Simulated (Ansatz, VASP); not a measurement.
## Two plane-wave programs on Se

```
Se
1.0
     1.47918   -4.04998    0.02801
     1.47918    4.04998    0.02801
    -0.05817    0.00000    3.75707
Se
2
Direct
  0.88466 0.11534 0.25000
  0.11534 0.88466 0.75000
```

Alike in both runs: functional PBE; k mesh 6 × 6 × 4; occupations gaussian, width 0.1 eV; no spin polarisation.

Ansatz relaxed the structure, and its values are those at the end. VASP's run is a single point on that final structure, the one shown.

|  | VASP | Ansatz |
| --- | --- | --- |
| version | VASP 6.6.1 | Ansatz 0.2.0 |
| potentials or method | VASP PAW PBE potentials, release 64 (Se) | scalar-relativistic, plane waves, PAW |
| plane-wave cutoff (eV) | 520 | 420 |
| valence electrons in the cell | 12 | 32 |

Ansatz gave:

- gap on the k mesh at the Fermi level (eV): none
- pressure (GPa): 0.1
- rms of the force components (eV/Å): 0.005

Question: Estimate VASP's values.

Answer: gap on the k mesh at the Fermi level (eV): none; pressure (GPa): 0.1; rms of the force components (eV/Å): 0.009.

A gap of «none» marks a metal or a gap that the smearing closes. The two sets of potentials don't hold the same shells in valence.

Caveats: the k mesh is coarse (spacing up to 0.42 Å⁻¹), so the values aren't converged.
